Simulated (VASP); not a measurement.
# Cu2O (Pn-3m) in VASP: a series of runs

Aim: see how the results for Cu2O move with the level of theory and the settings. Levels: PBE, PBEsol, HSE06, PBE0. Tasks: relaxation of cell and atoms, single point.

All numbers are computed with VASP 6.6.1; they aren't measurements. Logs are shortened: lines on timing, memory, paths and dates and some standing lists are left out, and cuts for length are marked.

**What was measured.**

“Importance of surface oxygen vacancies for ultrafast hot carrier relaxation and transport in Cu2O”, 2021, arxiv:2103.03167 quotes, for a bulk crystal of Cu2O: band gap 2.17 eV (direct).

The results are compared with them further down.

## 1. Starting point

It takes space group Pn-3m (No. 224, cubic). The conventional cell has a = 4.260 Å, b = 4.260 Å, c = 4.260 Å, α = 90.00°, β = 90.00°, γ = 90.00°. Around Cu (site symmetry -3m) lie 2 O at 1.84 Å. O (site symmetry -43m) is surrounded by 4 Cu at 1.84 Å.

## 2. Relaxation of cell and atoms, PBE

The input, INCAR:

```
PREC = Accurate
ENCUT = 600
EDIFF = 1E-6
ISMEAR = -1
SIGMA = 0.05
LREAL = False
LASPH = True
NELM = 80
ALGO = Normal
ISIF = 3
LWAVE = False
LCHARG = False
GGA = PE
IBRION = 2
NSW = 40
EDIFFG = -0.005
```

The input, KPOINTS:

```
Automatic mesh
0
Gamma
  8 8 8
```

The input, POSCAR:

```
Cu2O
1.0
    4.2600000000      0.0000000000      0.0000000000
    0.0000000000      4.2600000000      0.0000000000
    0.0000000000      0.0000000000      4.2600000000
Cu O
4 2
Direct
    0.2500000000      0.2500000000      0.2500000000
    0.2500000000      0.7500000000      0.7500000000
    0.7500000000      0.7500000000      0.2500000000
    0.7500000000      0.2500000000      0.7500000000
    0.0000000000      0.0000000000      0.0000000000
    0.5000000000      0.5000000000      0.5000000000
```

Potentials or basis: VASP PAW PBE potentials, release 64 (Cu, O).

The run is started by

```console
cat potpaw_PBE.64/Cu/POTCAR potpaw_PBE.64/O/POTCAR > POTCAR
mpirun -np 1 vasp_std > vasp.out
```

OUTCAR:

```text
PREC = Accurate
   ENCUT = 600
   EDIFF = 1E-6
   ISMEAR = -1
   LREAL = False
   LASPH = True
   NELM = 80
   ISIF = 3
   GGA = PE
   IBRION = 2
   NSW = 40
   EDIFFG = -0.005

 ion  position               nearest neighbor table
   1  0.250  0.250  0.250-   5 1.84   6 1.84
   2  0.250  0.750  0.750-   5 1.84   6 1.84
   3  0.750  0.750  0.250-   5 1.84   6 1.84
   4  0.750  0.250  0.750-   5 1.84   6 1.84
   5  0.000  0.000  0.000-   1 1.84   2 1.84   3 1.84   4 1.84
   6  0.500  0.500  0.500-   1 1.84   2 1.84   3 1.84   4 1.84

  LATTYP: Found a simple cubic cell.
 ALAT       =     4.2600000000

  Lattice vectors:

 A1 = (   4.2600000000,   0.0000000000,   0.0000000000)
 A2 = (   0.0000000000,   4.2600000000,   0.0000000000)
 A3 = (   0.0000000000,   0.0000000000,   4.2600000000)

Analysis of symmetry for initial positions (statically):
=====================================================================
 Subroutine PRICEL returns:
 Original cell was already a primitive cell.

 Routine SETGRP: Setting up the symmetry group for a
 simple cubic supercell.

 Subroutine GETGRP returns: Found 48 space group operations
 (whereof 24 operations were pure point group operations)
 out of a pool of 48 trial point group operations.

The static configuration has the point symmetry T_d .
 The point group associated with its full space group is O_h .

Analysis of symmetry for dynamics (positions and initial velocities):
=====================================================================
 Subroutine PRICEL returns:
 Original cell was already a primitive cell.

 Routine SETGRP: Setting up the symmetry group for a
 simple cubic supercell.

 Subroutine GETGRP returns: Found 48 space group operations
 (whereof 24 operations were pure point group operations)
 out of a pool of 48 trial point group operations.

The dynamic configuration has the point symmetry T_d .
 The point group associated with its full space group is O_h .

 Subroutine INISYM returns: Found 48 space group operations
 (whereof 24 operations are pure point group operations),
 and found     1 'primitive' translations

----------------------------------------------------------------------------------------

                                     Primitive cell

  volume of cell :      77.3088

  direct lattice vectors                    reciprocal lattice vectors
     4.260000000  0.000000000  0.000000000     0.234741784  0.000000000  0.000000000
     0.000000000  4.260000000  0.000000000     0.000000000  0.234741784  0.000000000
     0.000000000  0.000000000  4.260000000     0.000000000  0.000000000  0.234741784

  length of vectors
     4.260000000  4.260000000  4.260000000     0.234741784  0.234741784  0.234741784

  position of ions in fractional coordinates (direct lattice)
     0.250000000  0.250000000  0.250000000
     0.250000000  0.750000000  0.750000000
     0.750000000  0.750000000  0.250000000
     0.750000000  0.250000000  0.750000000
     0.000000000  0.000000000  0.000000000
     0.500000000  0.500000000  0.500000000

  ion indices of the primitive-cell ions
   primitive index   ion index
                 1           1
                 2           2
                 3           3
                 4           4
                 5           5
                 6           6

----------------------------------------------------------------------------------------

 KPOINTS: Automatic mesh

Automatic generation of k-mesh.
 Grid dimensions read from file:
 generate k-points for:    8    8    8

 Generating k-lattice:

  Cartesian coordinates                     Fractional coordinates (reciprocal lattice)
     0.029342723  0.000000000  0.000000000     0.125000000  0.000000000  0.000000000
     0.000000000  0.029342723  0.000000000     0.000000000  0.125000000  0.000000000
     0.000000000  0.000000000  0.029342723     0.000000000  0.000000000  0.125000000

  Length of vectors
     0.029342723  0.029342723  0.029342723

  Shift w.r.t. Gamma in fractional coordinates (k-lattice)
     0.000000000  0.000000000  0.000000000

 Subroutine IBZKPT returns following result:
 ===========================================

 Found     35 irreducible k-points:

 Following reciprocal coordinates:
            Coordinates               Weight
  0.000000  0.000000  0.000000      1.000000
  0.125000  0.000000  0.000000      6.000000
  0.250000  0.000000  0.000000      6.000000
  0.375000  0.000000  0.000000      6.000000
  0.500000  0.000000  0.000000      3.000000
  0.125000  0.125000  0.000000     12.000000
[... 16 lines left out ...]
  0.375000  0.375000  0.125000     24.000000
  0.500000  0.375000  0.125000     24.000000
 [... further k-points ...]
   k-points           NKPTS =     35   k-points in BZ     NKDIM =     35   number of bands    NBANDS=     33
   number of dos      NEDOS =    301   number of ions     NIONS =      6
   total plane-waves  NPLWV =  46656
   dimension x,y,z NGX =    36 NGY =   36 NGZ =   36
   dimension x,y,z NGXF=    72 NGYF=   72 NGZF=   72
   ions per type =               4   2
   NGX,Y,Z   is equivalent  to a cutoff of  14.05, 14.05, 14.05 a.u.
   NGXF,Y,Z  is equivalent  to a cutoff of  28.10, 28.10, 28.10 a.u.
 SYSTEM =  unknown system
   PREC   = accura    normal or accurate (medium, high low for compatibility)
   ISTART =      0    job   : 0-new  1-cont  2-samecut
   ICHARG =      2    charge: 1-file 2-atom 10-const
   ISPIN  =      1    spin polarized calculation?
   LNONCOLLINEAR =      F non collinear calculations
   LSORBIT =      F    spin-orbit coupling
   LASPH  =      T    aspherical Exc in radial PAW
   ENCUT  =  600.0 eV  44.10 Ry    6.64 a.u.   8.51  8.51  8.51*2*pi/ulx,y,z
   NELM   =     80;   NELMIN=  2; NELMDL= -5     # of ELM steps
   EDIFF  = 0.1E-05   stopping-criterion for ELM
   LREAL  =      F    real-space projection
   EDIFFG = -.5E-02   stopping-criterion for IOM
   NSW    =     40    number of steps for IOM
   IBRION =      2    ionic relax: 0-MD 1-quasi-New 2-CG
   NFREE  =      1    steps in history (QN), initial steepest desc. (CG)
   ISIF   =      3    stress and relaxation
   ISYM   =      2    0-nonsym 1-usesym 2-fastsym
   POTIM  = 0.5000    time-step for ionic-motion
   TEBEG  =    0.0;   TEEND  =   0.0 temperature during run
   PSTRESS=    0.0 pullay stress
   NELECT =      56.0000    total number of electrons
   NUPDOWN=      -1.0000    fix difference up-down
   EMIN   =  10.00;   EMAX   =-10.00  energy-range for DOS
   EFERMI =   0.00;   METHOD = LEGACY
   ISMEAR =    -1;   SIGMA  =   0.05  broadening in eV -4-tet -1-fermi 0-gaus
   EFERMI_NEDOS =   21; number of points for ismear=-14 and -15
   IALGO  =     38    algorithm
   IMIX   =      4    mixing-type and parameters
     AMIX     =   0.40;   BMIX     =  1.00
     AMIX_MAG =   1.60;   BMIX_MAG =  1.00
  volume/ion in A,a.u.               =      12.88        86.95
  Fermi-wavevector in a.u.,A,eV,Ry     =   1.470261  2.778391 29.411289  2.161669
  Thomas-Fermi vector in A             =   2.585540
   LORBIT       =      0    0 simple, 1 ext, 2 COOP (PROOUT), +10 PAW based schemes
   GGA     = PE    functional components
   LHFCALC =     F    Hartree Fock is set to
   AEXX    =    0.0000 exact exchange contribution
   IVDW    =     0    specifies the selected vdW correction
   LEPSILON=     F    determine dielectric tensor
   LRPA    =     F    only Hartree local field effects (RPA)
 conjugate gradient relaxation of ions
 non-spin polarized calculation
  energy-cutoff  :      600.00
  volume of cell :       77.31
 maximum number of plane-waves:      2612
 NGX is ok and might be reduce to    36
   NGX = 17   NGY = 17   NGZ = 17

--------------------------------------- Ionic step        1  -------------------------------------------

 number of electron      55.9999977 magnetization

 Free energy of the ion-electron system (eV)
  ---------------------------------------------------
  ext. energy  EPLUGINS =         0.00000000
  ---------------------------------------------------
  free energy    TOTEN  =       -27.25963111 eV

  energy without entropy =      -27.25957235  energy(sigma->0) =      -27.25960173

 E-fermi :   5.0984     XC(G=0): -11.0460

 val. band max:        4.7728075784   @ k =   0.0000   0.0000   0.0000
 cond. band min:       5.3115275650   @ k =   0.0000   0.0000   0.0000
 fundamental gap:      0.5387199866
 Fermi energy:         5.0983925117

 k-point     1 :       0.0000    0.0000    0.0000
  band No.  band energies     occupation
      1     -15.3881      2.00000
      2     -14.6501      2.00000
      3      -2.4750      2.00000
      4      -2.4750      2.00000
      5      -2.4750      2.00000
      6      -0.0901      2.00000
[... 957 lines left out ...]
 POSITION                                       TOTAL-FORCE (eV/Angst)
 -----------------------------------------------------------------------------------
      1.07672      1.07672      1.07672        -0.000000      0.000000      0.000000
      1.07672      3.23017      3.23017        -0.000000     -0.000000      0.000000
      3.23017      3.23017      1.07672         0.000000      0.000000     -0.000000
      3.23017      1.07672      3.23017        -0.000000     -0.000000     -0.000000
      0.00000      0.00000      0.00000         0.000000      0.000000      0.000000
      2.15345      2.15345      2.15345         0.000000      0.000000      0.000000
 -----------------------------------------------------------------------------------
    total drift:                                0.000000      0.000000      0.000000

  FREE ENERGIE OF THE ION-ELECTRON SYSTEM (eV)
  ---------------------------------------------------
  free  energy   TOTEN  =       -27.2908547622 eV

  energy  without entropy=      -27.2907426952  energy(sigma->0) =      -27.29079873

--------------------------------------- Ionic step        4  -------------------------------------------

 number of electron      55.9999965 magnetization

 Free energy of the ion-electron system (eV)
  ---------------------------------------------------
  ext. energy  EPLUGINS =         0.00000000
  ---------------------------------------------------
  free energy    TOTEN  =       -27.29085684 eV

  energy without entropy =      -27.29074338  energy(sigma->0) =      -27.29080011

 E-fermi :   4.6935     XC(G=0): -10.8659

 val. band max:        4.4025054264   @ k =   0.0000   0.0000   0.0000
 cond. band min:       4.8685964463   @ k =   0.0000   0.0000   0.0000
 fundamental gap:      0.4660910199
 Fermi energy:         4.6934808012

 k-point     1 :       0.0000    0.0000    0.0000
  band No.  band energies     occupation
      1     -15.4847      2.00000
      2     -14.8091      2.00000
      3      -2.5603      2.00000
      4      -2.5603      2.00000
      5      -2.5603      2.00000
      6      -0.2524      2.00000
[... 877 lines left out ...]
 POSITION                                       TOTAL-FORCE (eV/Angst)
 -----------------------------------------------------------------------------------
      1.07696      1.07696      1.07696        -0.000000     -0.000000     -0.000000
      1.07696      3.23088      3.23088        -0.000000      0.000000      0.000000
      3.23088      3.23088      1.07696         0.000000      0.000000     -0.000000
      3.23088      1.07696      3.23088         0.000000     -0.000000      0.000000
      0.00000      4.30784      4.30784         0.000000      0.000000      0.000000
      2.15392      2.15392      2.15392         0.000000      0.000000      0.000000
 -----------------------------------------------------------------------------------
    total drift:                                0.000000      0.000000      0.000000

  FREE ENERGIE OF THE ION-ELECTRON SYSTEM (eV)
  ---------------------------------------------------
  free  energy   TOTEN  =       -27.2908568367 eV

  energy  without entropy=      -27.2907433815  energy(sigma->0) =      -27.29080011

 reached required accuracy - stopping structural energy minimisation
```

Wall time 4.6 min (1 thread of Intel Xeon Platinum 8488C (Sapphire Rapids), shared host); peak memory 0.25 GiB.

What came out:

- Free energy: -27.2909 eV
- Relaxed volume: 13.32 Å³/atom
- Relaxed cell: a = 4.308 Å, b = 4.308 Å, c = 4.308 Å, α = 90.00°, β = 90.00°, γ = 90.00°
- Space group after relaxing (to 0.05 Å): Pn-3m (No. 224)
- Energy gained by relaxing: 5.2 meV/atom
- Ionic steps: 4
- Pressure after relaxing: 0.0 GPa
- Band gap on the k mesh: 0.47 eV, direct

The path:
| step | energy change (eV) | largest force (eV/Å) | pressure (GPa) | volume (Å³) |
| --- | --- | --- | --- | --- |
| 1 | 0.0000 | 0.0000 | 4.07 | 77.31 |
| 2 | -0.0261 | 0.0000 | -1.52 | 81.03 |
| 3 | -0.0312 | 0.0000 | 0.07 | 79.89 |
| 4 | -0.0312 | 0.0000 | 0.02 | 79.94 |

Final structure:
```
Cu O
1.0
     4.30784    0.00000    0.00000
     0.00000    4.30784    0.00000
     0.00000    0.00000    4.30784
Cu O
4 2
Cartesian
  1.0770 1.0770 1.0770
  1.0770 3.2309 3.2309
  3.2309 3.2309 1.0770
  3.2309 1.0770 3.2309
  0.0000 4.3078 4.3078
  2.1539 2.1539 2.1539
```

## 3. Relaxation of cell and atoms, PBEsol

The input, INCAR:

```
SYSTEM = Cu2O
PREC = Accurate
ENCUT = 600
EDIFF = 1E-7
ISMEAR = -1
SIGMA = 0.05
LREAL = .False.
LASPH = .True.
NELM = 100
ALGO = Normal
ISIF = 3
LWAVE = .False.
LCHARG = .False.
GGA = PS
IBRION = 2
NSW = 60
EDIFFG = -0.02
```

The input, KPOINTS:

```
Automatic mesh
0
Gamma
  8 8 8
  0 0 0
```

POSCAR is that of step 2.

Potentials or basis: VASP PAW PBE potentials, release 64 (Cu, O).

The run is started by

```console
cat potpaw_PBE.64/Cu/POTCAR potpaw_PBE.64/O/POTCAR > POTCAR
mpirun -np 1 vasp_std > vasp.out
```

It took 6.8 min on 1 thread of Intel Xeon Platinum 8488C (Sapphire Rapids), shared host; peak memory 0.25 GiB.

It converged, with:

```
Free energy                            : -29.9739 eV
Relaxed volume                         : 12.62 Å³/atom
Relaxed cell                           : a = 4.231 Å, b = 4.231 Å, c = 4.231 Å, α = 90.00°, β = 90.00°, γ = 90.00°
Space group after relaxing (to 0.05 Å) : Pn-3m (No. 224)
Energy gained by relaxing              : 2.1 meV/atom
Ionic steps                            : 3
Pressure after relaxing                : 0.0 GPa
Band gap on the k mesh                 : 0.55 eV, direct
```

The path:
| step | energy change (eV) | largest force (eV/Å) | pressure (GPa) | volume (Å³) |
| --- | --- | --- | --- | --- |
| 1 | 0.0000 | 0.0000 | -2.53 | 77.31 |
| 2 | -0.0102 | 0.0000 | 1.19 | 75.06 |
| 3 | -0.0127 | 0.0000 | 0.00 | 75.73 |

Final structure:
```
Cu O
1.0
     4.23089    0.00000    0.00000
     0.00000    4.23089    0.00000
     0.00000    0.00000    4.23089
Cu O
4 2
Cartesian
  1.0577 1.0577 1.0577
  1.0577 3.1732 3.1732
  3.1732 3.1732 1.0577
  3.1732 1.0577 3.1732
  0.0000 0.0000 0.0000
  2.1154 2.1154 2.1154
```

Levels at points of the mesh, in eV from the valence-band top:
```csv
k point,band 26,band 27,band 28,band 29,band 30,band 31
"(0.00, 0.00, 0.00)",0.00,0.00,0.00,0.55,1.11,1.11
"(0.50, 0.00, 0.00)",-1.23,-0.41,-0.41,2.29,2.29,4.18
"(0.50, 0.50, 0.00)",-1.24,-0.68,-0.68,1.88,1.88,3.87
"(0.50, 0.50, 0.50)",-0.59,-0.59,-0.59,2.37,2.37,2.37
```

Caveat: the PAW data sets were made with another functional, which shifts forces and pressure a little. A k mesh can miss the band edges.

## 4. Single point, HSE06

POSCAR is that of step 3.

The input, INCAR.step1:

```
SYSTEM = Cu2O
PREC = Accurate
ENCUT = 520
EDIFF = 1E-5
ISMEAR = -1
SIGMA = 0.05
LREAL = .FALSE.
LASPH = .TRUE.
NELM = 60
ALGO = Normal
ISIF = 2
LWAVE = .TRUE.
NBANDS = 37
GGA = PE
```

The input, INCAR.step2:

```
SYSTEM = Cu2O
PREC = Accurate
ENCUT = 520
EDIFF = 1E-6
ISMEAR = -1
SIGMA = 0.05
LREAL = .FALSE.
LASPH = .TRUE.
NELM = 60
ALGO = Normal
ISIF = 2
LWAVE = .FALSE.
LCHARG = .TRUE.
GGA = PE
LHFCALC = .TRUE.
HFSCREEN = 0.2
PRECFOCK = Fast
LELF = .TRUE.
LVHAR = .TRUE.
NBANDS = 37
ISTART = 1
```

The input, KPOINTS:

```
regular mesh
0
G
  4 4 4
  0 0 0
```

The run is started by

```console
cat potpaw_PBE.64/Cu/POTCAR potpaw_PBE.64/O/POTCAR > POTCAR
cp INCAR.step1 INCAR
mpirun -np 1 vasp_std > vasp.out
cp INCAR.step2 INCAR
mpirun -np 1 vasp_std > vasp.out
```

It took 21 min on 1 thread of Intel Xeon 6975P-C (Granite Rapids), shared host; peak memory 0.3 GiB.

It converged, with:

| Item | Value |
| --- | --- |
| Free energy | -31.7117 eV |
| Pressure | 2.6 GPa |
| Band gap on the k mesh | 2.04 eV, direct |

Levels at points of the mesh, in eV from the valence-band top:
```csv
k point,band 25,band 26,band 27,band 28,band 29,band 30,band 31,band 32
"(0.00, 0.00, 0.00)",-2.27,0.00,0.00,0.00,2.04,2.52,2.52,10.12
"(0.50, 0.00, 0.00)",-1.73,-1.73,-0.32,-0.32,3.85,3.85,5.67,5.67
"(0.50, 0.50, 0.00)",-1.76,-1.76,-0.70,-0.70,3.40,3.40,5.53,5.53
"(0.50, 0.50, 0.50)",-0.91,-0.77,-0.77,-0.77,3.86,3.86,3.86,6.83
```

Caveat: the PAW data sets were made with another functional, which shifts forces and pressure a little.

(Part 1 of 2 ends here.)
